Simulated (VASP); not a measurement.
# Se (P3_221) in VASP: a series of runs

Runs on Se. Level: PBE. Tasks: single point.

Everything below comes from runs of VASP 6.6.1. Logs are shortened: lines on timing, memory, paths and dates and some standing lists are left out, and cuts for length are marked.

## (1) Starting point

It takes space group P3_221 (No. 154, trigonal). The conventional cell has a = 4.355 Å, b = 4.355 Å, c = 4.949 Å, α = 90.00°, β = 90.00°, γ = 120.00°. Around Se (site symmetry 2) lie 2 Se at 2.32 Å.

## (2) Single point, PBE

The input, INCAR:

```
SYSTEM = Se
PREC     = Accurate       ! precision mode
ENCUT    = 900            ! plane-wave cutoff, eV
EDIFF    = 1E-6           ! SCF threshold, eV
ISMEAR   = 0              ! smearing method
SIGMA    = 0.05           ! smearing width, eV
LREAL    = .FALSE.        ! projectors in reciprocal space
LASPH    = .TRUE.         ! aspherical terms in the spheres
NELM     = 100            ! most SCF steps
ALGO     = Normal         ! electronic algorithm
ISIF     = 2              ! what is computed and relaxed
LWAVE    = .FALSE.        ! write WAVECAR
LCHARG   = .FALSE.        ! write CHGCAR
GGA      = PE             ! functional
NBANDS   = 16             ! bands
ADDGRID  = .FALSE.
```

The input, KPOINTS:

```
Automatic mesh
0
G
  6 6 5
  0 0 0
```

The input, POSCAR:

```
Se
1.0
    4.3551700000      0.0000000000      0.0000000000
   -2.1775850000      3.7716878578      0.0000000000
    0.0000000000      0.0000000000      4.9494500000
Se
3
Direct
    0.7830000000      0.7830000000      0.5000000000
    0.0000000000      0.2170000000      0.8333333333
    0.2170000000      0.0000000000      0.1666666667
```

Potentials or basis: VASP PAW PBE potentials, release 64 (Se).

Launch:

```
$ cat potpaw_PBE.64/Se/POTCAR > POTCAR
$ mpirun -np 1 vasp_std > vasp.out
```

OUTCAR:

```text
SYSTEM = Se
   PREC = Accurate
   ENCUT = 900
   EDIFF = 1E-6
   ISMEAR = 0
   LREAL = .FALSE.
   LASPH = .TRUE.
   NELM = 100
   ISIF = 2
   GGA = PE

 Found     27 irreducible k-points:

 Following reciprocal coordinates:
            Coordinates               Weight
  0.000000  0.000000  0.000000      1.000000
  0.166667  0.000000  0.000000      6.000000
  0.333333  0.000000  0.000000      6.000000
  0.500000  0.000000  0.000000      3.000000
  0.166667  0.166667  0.000000      6.000000
  0.333333  0.166667  0.000000     12.000000
   k-points           NKPTS =     27   k-points in BZ     NKDIM =     27   number of bands    NBANDS=     16
   number of dos      NEDOS =    301   number of ions     NIONS =      3
   total plane-waves  NPLWV = 110592
   dimension x,y,z NGX =    48 NGY =   48 NGZ =   48
   dimension x,y,z NGXF=    96 NGYF=   96 NGZF=   96
   ions per type =               3
   NGX,Y,Z   is equivalent  to a cutoff of  18.32, 18.32, 16.12 a.u.
   NGXF,Y,Z  is equivalent  to a cutoff of  36.65, 36.65, 32.25 a.u.
 SYSTEM =  Se
   PREC   = accura    normal or accurate (medium, high low for compatibility)
   ISTART =      0    job   : 0-new  1-cont  2-samecut
   ICHARG =      2    charge: 1-file 2-atom 10-const
   ISPIN  =      1    spin polarized calculation?
   LNONCOLLINEAR =      F non collinear calculations
   LSORBIT =      F    spin-orbit coupling
   LASPH  =      T    aspherical Exc in radial PAW
   ENCUT  =  900.0 eV  66.15 Ry    8.13 a.u.  10.65 10.65 12.11*2*pi/ulx,y,z
   NELM   =    100;   NELMIN=  2; NELMDL= -5     # of ELM steps
   EDIFF  = 0.1E-05   stopping-criterion for ELM
[... 18 lines left out ...]
     AMIX     =   0.40;   BMIX     =  1.00
     AMIX_MAG =   1.60;   BMIX_MAG =  1.00
  volume/ion in A,a.u.               =      27.10       182.88
  Fermi-wavevector in a.u.,A,eV,Ry     =   0.990375  1.871538 13.345178  0.980843
  Thomas-Fermi vector in A             =   2.122041
   LORBIT       =      0    0 simple, 1 ext, 2 COOP (PROOUT), +10 PAW based schemes
   GGA     = PE    functional components
[... 5 lines left out ...]
 non-spin polarized calculation
 Gauss-broadening in eV      SIGMA  =   0.05
  energy-cutoff  :      900.00
  volume of cell :       81.30
 maximum number of plane-waves:      5004
 NGX is ok and might be reduce to    48
   NGX = 21   NGY = 21   NGZ = 25

 number of electron      18.0000000 magnetization

 Free energy of the ion-electron system (eV)
  ---------------------------------------------------
  ext. energy  EPLUGINS =         0.00000000
  ---------------------------------------------------
  free energy    TOTEN  =       -10.37147949 eV

  energy without entropy =      -10.37147949  energy(sigma->0) =      -10.37147949

 E-fermi :   2.9016     XC(G=0):  -8.8322

 val. band max:        2.6513597433   @ k =   0.3333   0.1667   0.4000
 cond. band min:       4.0927539478   @ k =   0.3333   0.3333   0.4000
 fundamental gap:      1.4413942046
 Fermi energy:         2.9016159774

 k-point     1 :       0.0000    0.0000    0.0000
  band No.  band energies     occupation
      1     -13.3915      2.00000
      2      -9.0795      2.00000
      3      -9.0795      2.00000
      4      -1.2333      2.00000
      5      -1.2333      2.00000
      6      -1.0294      2.00000
[... 8 lines left out ...]
     15       9.1485      0.00000
     16      11.1150      0.00000

 k-point     2 :       0.1667    0.0000    0.0000
  band No.  band energies     occupation
      1     -13.2955      2.00000
      2      -9.1650      2.00000
      3      -9.0646      2.00000
      4      -1.9236      2.00000
      5      -1.5324      2.00000
      6      -0.8325      2.00000
[... 8 lines left out ...]
     15      10.0411      0.00000
     16      11.0870      0.00000

 k-point     3 :       0.3333    0.0000    0.0000
  band No.  band energies     occupation
      1     -13.0814      2.00000
      2      -9.3791      2.00000
      3      -9.0342      2.00000
      4      -2.4843      2.00000
      5      -1.9230      2.00000
      6      -0.8379      2.00000
[... 8 lines left out ...]
     15      11.2722      0.00000
     16      12.1134      0.00000

 k-point     4 :       0.5000    0.0000    0.0000
  band No.  band energies     occupation
      1     -12.9601      2.00000
      2      -9.5109      2.00000
      3      -9.0185      2.00000
      4      -2.6272      2.00000
      5      -2.0827      2.00000
      6      -0.6969      2.00000
[... 8 lines left out ...]
     15      12.4045      0.00000
     16      12.4677      0.00000

 k-point     5 :       0.1667    0.1667    0.0000
  band No.  band energies     occupation
      1     -13.1386      2.00000
      2      -9.2874      2.00000
      3      -9.0754      2.00000
      4      -2.3086      2.00000
      5      -1.9901      2.00000
      6      -0.6869      2.00000
[... 8 lines left out ...]
     15      10.7904      0.00000
     16      11.4838      0.00000

 k-point     6 :       0.3333    0.1667    0.0000
  band No.  band energies     occupation
      1     -12.9625      2.00000
      2      -9.4259      2.00000
      3      -9.1088      2.00000
      4      -2.5374      2.00000
      5      -2.2240      2.00000
      6      -0.5553      2.00000
[... 8 lines left out ...]
     15      11.7845      0.00000
     16      12.2546      0.00000

 [... further k-points ...]

------------------------ aborting loop because EDIFF is reached ----------------------------------------

  FORCE on cell =-STRESS in cart. coord.  units (eV):
  Direction    XX          YY          ZZ          XY          YZ          ZX
  --------------------------------------------------------------------------------------
  -------------------------------------------------------------------------------------
  Total        2.4154099      2.4154099      3.8557809     -0.0000000      0.0000000      0.0000000
  in kB       47.5996355     47.5996355     75.9845216     -0.0000000      0.0000000      0.0000000
  external PRESSURE =      57.0612642 kB  Pullay stress =       0.0000000 kB

 VOLUME and BASIS-vectors are now :
 -----------------------------------------------------------------------------
  energy-cutoff  :      900.00
  volume of cell :       81.30
      direct lattice vectors                 reciprocal lattice vectors
     4.355170000  0.000000000  0.000000000     0.229612162  0.132566644  0.000000000
    -2.177585000  3.771687858  0.000000000     0.000000000  0.265133287  0.000000000
     0.000000000  0.000000000  4.949450000     0.000000000  0.000000000  0.202042651

 POSITION                                       TOTAL-FORCE (eV/Angst)
 -----------------------------------------------------------------------------------
      1.70505      2.95323      2.47472        -0.592878     -1.026896      0.000000
     -0.47254      0.81846      4.12454        -0.592878      1.026896     -0.000000
      0.94507      0.00000      0.82491         1.185757      0.000000      0.000000
 -----------------------------------------------------------------------------------
    total drift:                               -0.000000      0.000000      0.000000

  FREE ENERGIE OF THE ION-ELECTRON SYSTEM (eV)
  ---------------------------------------------------
  free  energy   TOTEN  =       -10.3714794884 eV

  energy  without entropy=      -10.3714794884  energy(sigma->0) =      -10.37147949
```

It took 29 s on 1 thread of Intel Xeon 6975P-C (Granite Rapids), shared host; peak memory 0.32 GiB.

These settings aren't checked as converged: the numbers below hold their error.

Results:

```
Free energy            : -10.3715 eV
Pressure               : 5.7 GPa
Largest force          : 1.186 eV/Å
Band gap on the k mesh : 1.44 eV, indirect (least direct gap 1.46 eV)
```

Caveat: an odd mesh through Γ misses points on the zone boundary, where band edges often lie; forces of over 1 eV/Å show positions far from the minimum, so gaps and moduli don't describe the material at rest.

## (3) Single point, PBE

Changes to INCAR since step 2:

```diff
@@ -2,3 +2,3 @@
 PREC     = Accurate       ! precision mode
-ENCUT    = 900            ! plane-wave cutoff, eV
+ENCUT    = 500            ! plane-wave cutoff, eV
 EDIFF    = 1E-6           ! SCF threshold, eV
```

The input, KPOINTS:

```
Automatic mesh
0
G
  9 9 7
  0 0 0
```

POSCAR is that of step 2.

Potentials or basis: VASP PAW PBE potentials, release 64 (Se).

Launch:

```
$ cat potpaw_PBE.64/Se/POTCAR > POTCAR
$ mpirun -np 1 vasp_std > vasp.out
```

It took 23 s on 1 thread of Intel Xeon 6975P-C (Granite Rapids), shared host; peak memory 0.21 GiB.

These settings aren't checked as converged: the numbers below hold their error.

Results:

```
Free energy            : -10.3710 eV
Pressure               : 5.7 GPa
Largest force          : 1.188 eV/Å
Band gap on the k mesh : 1.20 eV, indirect (least direct gap 1.29 eV)
```

Caveat: an odd mesh through Γ misses points on the zone boundary, where band edges often lie; forces of over 1 eV/Å show positions far from the minimum, so gaps and moduli don't describe the material at rest.

## (4) Single point, PBE

Changes to INCAR since step 3:

```diff
@@ -1,3 +1,3 @@
 SYSTEM = Se
-PREC     = Accurate       ! precision mode
+PREC     = Low            ! precision mode
 ENCUT    = 500            ! plane-wave cutoff, eV
```

KPOINTS is that of step 3.

POSCAR is that of step 3.

Potentials or basis: VASP PAW PBE potentials, release 64 (Se).

Launch:

```
$ cat potpaw_PBE.64/Se/POTCAR > POTCAR
$ mpirun -np 1 vasp_std > vasp.out
```

OUTCAR:

```text
SYSTEM = Se
   PREC = Low
   ENCUT = 500
   EDIFF = 1E-6
   ISMEAR = 0
   LREAL = .FALSE.
   LASPH = .TRUE.
   NELM = 100
   ISIF = 2
   GGA = PE

 Found     69 irreducible k-points:

 Following reciprocal coordinates:
            Coordinates               Weight
  0.000000  0.000000  0.000000      1.000000
  0.111111  0.000000  0.000000      6.000000
  0.222222  0.000000  0.000000      6.000000
  0.333333  0.000000  0.000000      6.000000
  0.444444  0.000000  0.000000      6.000000
  0.111111  0.111111  0.000000      6.000000
   k-points           NKPTS =     69   k-points in BZ     NKDIM =     69   number of bands    NBANDS=     16
   number of dos      NEDOS =    301   number of ions     NIONS =      3
   total plane-waves  NPLWV =  16128
   dimension x,y,z NGX =    24 NGY =   24 NGZ =   28
   dimension x,y,z NGXF=    24 NGYF=   24 NGZF=   28
   ions per type =               3
   NGX,Y,Z   is equivalent  to a cutoff of   9.16,  9.16,  9.40 a.u.
   NGXF,Y,Z  is equivalent  to a cutoff of   9.16,  9.16,  9.40 a.u.
 SYSTEM =  Se
   PREC   = low       normal or accurate (medium, high low for compatibility)
   ISTART =      0    job   : 0-new  1-cont  2-samecut
   ICHARG =      2    charge: 1-file 2-atom 10-const
[... 58 lines left out ...]
 cond. band min:       3.9333277261   @ k =   0.3333   0.3333   0.4286
 fundamental gap:      1.1980545452
 Fermi energy:         3.0052941590

 k-point     1 :       0.0000    0.0000    0.0000
  band No.  band energies     occupation
      1     -13.3915      2.00000
      2      -9.0795      2.00000
      3      -9.0795      2.00000
      4      -1.2333      2.00000
      5      -1.2333      2.00000
      6      -1.0293      2.00000
[... 91 lines left out ...]
      3      -9.0676      2.00000
      4      -2.0070      2.00000
      5      -1.6718      2.00000
      6      -0.7682      2.00000
[... 8 lines left out ...]
     15      10.2093      0.00000
     16      11.0092      0.00000

 [... further k-points ...]

------------------------ aborting loop because EDIFF is reached ----------------------------------------

  FORCE on cell =-STRESS in cart. coord.  units (eV):
  Direction    XX          YY          ZZ          XY          YZ          ZX
  --------------------------------------------------------------------------------------
  -------------------------------------------------------------------------------------
  Total        2.4139768      2.4139768      3.8651482      0.0000000      0.0000000      0.0000000
  in kB       47.5713931     47.5713931     76.1691203      0.0000000      0.0000000      0.0000000
  external PRESSURE =      57.1039689 kB  Pullay stress =       0.0000000 kB

 VOLUME and BASIS-vectors are now :
 -----------------------------------------------------------------------------
  energy-cutoff  :      500.00
  volume of cell :       81.30
      direct lattice vectors                 reciprocal lattice vectors
     4.355170000  0.000000000  0.000000000     0.229612162  0.132566644  0.000000000
    -2.177585000  3.771687858  0.000000000     0.000000000  0.265133287  0.000000000
     0.000000000  0.000000000  4.949450000     0.000000000  0.000000000  0.202042651

 POSITION                                       TOTAL-FORCE (eV/Angst)
 -----------------------------------------------------------------------------------
      1.70505      2.95323      2.47472        -0.592039     -1.025441      0.000000
     -0.47254      0.81846      4.12454        -0.592039      1.025441      0.000000
      0.94507      0.00000      0.82491         1.184078     -0.000000     -0.000000
 -----------------------------------------------------------------------------------
    total drift:                                0.000249      0.000438     -0.000001

  FREE ENERGIE OF THE ION-ELECTRON SYSTEM (eV)
  ---------------------------------------------------
  free  energy   TOTEN  =       -10.3716374137 eV

  energy  without entropy=      -10.3716374137  energy(sigma->0) =      -10.37163741
```

OSZICAR:

```text
N       E                     dE             d eps       ncg     rms          rms(c)
DAV:   1     0.802287285916E+02    0.80229E+02   -0.70713E+03  2208   0.906E+02
DAV:   2    -0.546056243882E+01   -0.85689E+02   -0.82094E+02  2936   0.152E+02
DAV:   3    -0.104211304912E+02   -0.49606E+01   -0.49448E+01  2792   0.420E+01
DAV:   4    -0.104544407486E+02   -0.33310E-01   -0.33307E-01  2888   0.408E+00
DAV:   5    -0.104546830909E+02   -0.24234E-03   -0.24234E-03  2880   0.342E-01    0.759E+00
DAV:   6    -0.103930256555E+02    0.61657E-01   -0.37724E-02  2736   0.120E+00    0.471E+00
DAV:   7    -0.103722824174E+02    0.20743E-01   -0.77871E-02  2608   0.169E+00    0.215E-01
DAV:   8    -0.103714710906E+02    0.81133E-03   -0.90200E-03  2416   0.590E-01    0.110E-01
DAV:   9    -0.103715815964E+02   -0.11051E-03   -0.34498E-04  3152   0.115E-01    0.370E-02
DAV:  10    -0.103716331168E+02   -0.51520E-04   -0.49494E-05  2496   0.475E-02    0.680E-03
DAV:  11    -0.103716374810E+02   -0.43642E-05   -0.86198E-06  3120   0.179E-02    0.411E-03
DAV:  12    -0.103716374137E+02    0.67366E-07   -0.15406E-06  2000   0.812E-03
   1 F= -.10371637E+02 E0= -.10371637E+02  d E =-.644122E-16
```

Run time: 13 s. Hardware: 1 thread of Intel Xeon 6975P-C (Granite Rapids), shared host; peak memory 0.16 GiB.

The run converged, but some of its settings lie outside the range that counts as converged, so its numbers aren't taken as properties of the crystal.

What came out:

* Free energy: -10.3716 eV
* Pressure: 5.7 GPa
* Largest force: 1.184 eV/Å
* Band gap on the k mesh: 1.20 eV, indirect (least direct gap 1.29 eV)

Caveat: an odd mesh through Γ misses points on the zone boundary, where band edges often lie; forces of over 1 eV/Å show positions far from the minimum, so gaps and moduli don't describe the material at rest.

## (5) Single point, PBE

Changes to INCAR since step 4:

```diff
@@ -1,3 +1,3 @@
 SYSTEM = Se
-PREC     = Low            ! precision mode
+PREC     = Normal         ! precision mode
 ENCUT    = 500            ! plane-wave cutoff, eV
```

KPOINTS is that of step 4.

POSCAR is that of step 4.

Launch:

```
$ cat potpaw_PBE.64/Se/POTCAR > POTCAR
$ mpirun -np 1 vasp_std > vasp.out
```

It took 14 s on 1 thread of Intel Xeon 6975P-C (Granite Rapids), shared host; peak memory 0.19 GiB.

These settings aren't checked as converged: the numbers below hold their error.

Results:

```
Free energy            : -10.3709 eV
Pressure               : 5.7 GPa
Largest force          : 1.188 eV/Å
Band gap on the k mesh : 1.20 eV, indirect (least direct gap 1.29 eV)
```

Caveat: an odd mesh through Γ misses points on the zone boundary, where band edges often lie; forces of over 1 eV/Å show positions far from the minimum, so gaps and moduli don't describe the material at rest.

[end of part 1 of 2]
